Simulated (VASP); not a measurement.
# SnO, self-consistent run: which settings are enough?

SnO, P4/nmm (no. 129), 4 atoms in the cell. PBE with D2; PAW potentials Sn_d, O (PBE set). VASP 6.6.1.

Wanted: energy within 2 meV/atom; pressure within 0.1 GPa.

POSCAR:
```
SnO
1.0
    3.8136952200      0.0000000000      0.0000000000
    0.0000000000      3.8136952200      0.0000000000
    0.0000000000      0.0000000000      4.8869133000
Sn O
2 2
Direct
    0.5000000000      0.0000000000      0.7646261400
    0.0000000000      0.5000000000      0.2353738600
    0.0000000000      0.0000000000      0.0000000000
    0.5000000000      0.5000000000      0.0000000000
```

## Inputs of the D2 term

| Inputs of the D2 term | Energy less reference (meV/atom) | Pressure (GPa) | SCF iterations | Time (s) |
|---|---|---|---|---|
| default | 0.0 | 2.66 | 17 | 20 |
| VDW_RADIUS = 15 | 3.4 | 2.72 | 17 | 23 |
| VDW_RADIUS = 25 | 0.6 | 2.67 | 17 | 19 |
| VDW_RADIUS = 80 | -0.1 | 2.66 | 17 | 25 |
| VDW_S6 = 0.6 | 70.3 | 2.90 | 17 | 22 |
| VDW_D = 15.0 | 0.7 | 1.81 | 17 | 22 |
| VDW_D = 30.0 | -8.9 | 4.01 | 17 | 20 |
| VDW_C6 = 38.710 0.700, VDW_R0 = 1.804 1.342 | 0.0 | 2.66 | 17 | 18 |
| VDW_C6 = 46.452 0.840, VDW_R0 = 1.804 1.342 | -70.3 | 2.42 | 17 | 21 |
| VDW_C6 = 30.968 0.560, VDW_R0 = 1.804 1.342 | 70.3 | 2.90 | 17 | 17 |

Chosen: default; no other choice that stays within half of the tolerance saves 30 % of the time.

## The input

INCAR:
```
SYSTEM = SnO
PREC = Accurate
ENCUT = 520
EDIFF = 1E-7
ISMEAR = 0
SIGMA = 0.02
LREAL = .False.
LASPH = .True.
ALGO = Normal
NELM = 100
ISIF = 2
LWAVE = .False.
LCHARG = .False.
IVDW = 1
```

KPOINTS:
```
k-points
0
Gamma
  5 5 4
```

Commands:
```
cat potpaw_PBE.64/Sn_d/POTCAR potpaw_PBE.64/O/POTCAR > POTCAR
mpirun -np 1 vasp_std > vasp.out
```

The chosen input took VASP 6.6.1 20 s on 1 core (Intel Xeon 6975P-C (Granite Rapids)), a shared host.
